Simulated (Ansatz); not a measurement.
## Lu

```
Lu
1.0
    -1.95411    1.95411    1.95411
     1.95411   -1.95411    1.95411
     1.95411    1.95411   -1.95411
Lu
1
Direct
  0.00000 0.00000 0.00000
```

Structure from Materials Project entry mp-10190 (possibly hypothetical), not relaxed further.

No spin–orbit coupling, which matters for the heavy atoms here.

Theory: DFT, PBE, all-electron LAPW, scalar-relativistic in Ansatz 0.2.0.

Numerical set-up: a Γ-centred 15×15×15 k mesh, Fermi–Dirac smearing of 0.05 eV, basis error target 1 meV/atom, no spin polarisation.

```
Pressure at this cell                             : -3.4 kbar
Band gap                                          : none: with an odd electron count and no spin polarisation the bands can't all be full, a metal in this set-up (spin order or a larger cell could open a gap)
Density of states at the Fermi level (0.2 eV bin) : 2.38 states/eV per cell
Volume per atom                                   : 29.85 Å³
```
